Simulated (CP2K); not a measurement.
The system is BeTe.

```
Te Be
1.0
     3.91737    0.00000    0.00000
     1.95869    3.39254    0.00000
     1.95869    1.13085    3.19852
Te Be
1 1
Direct
  0.75000 0.75000 0.75000
  0.00000 0.00000 0.00000
```

Program: CP2K 2026.2. Alike in all runs: task band structure; no spin polarisation; cell as given; k mesh 8 × 8 × 8. Hardware: 1 thread of Arm Neoverse V1 (shared host).

Q: Order these runs on this cell by their wall time, lowest first.
A. level r2SCAN; potentials or basis POTENTIAL_UZH Te GTH-SCAN-q6, Be GTH-SCAN-q4; TZVP-MOLOPT-SCAN-GTH basis; smearing fermi-dirac 0.05 eV; NGRIDS 5; points a segment of the path (NPOINTS) 10; CUTOFF of the grids 1250 Ry
B. level TB-mBJ; potentials or basis POTENTIAL_UZH Te GTH-PBE-q6, Be GTH-PBE-q4; TZVP-MOLOPT-PBE-GTH basis; smearing fermi-dirac 0.05 eV; NGRIDS 4; points a segment of the path (NPOINTS) 6; CUTOFF of the grids 1250 Ry
C. level LDA; potentials or basis GTH_POTENTIALS Te GTH-PADE-q6, Be GTH-PADE-q4; TZVP-MOLOPT-PBE-GTH basis; smearing fermi-dirac 0.0259 eV; NGRIDS 4; points a segment of the path (NPOINTS) 6; CUTOFF of the grids 850 Ry

A: C (13 s), A (28 s), B (68 s).

Caveats: this is a model potential without an energy functional, so only levels have meaning (some runs).
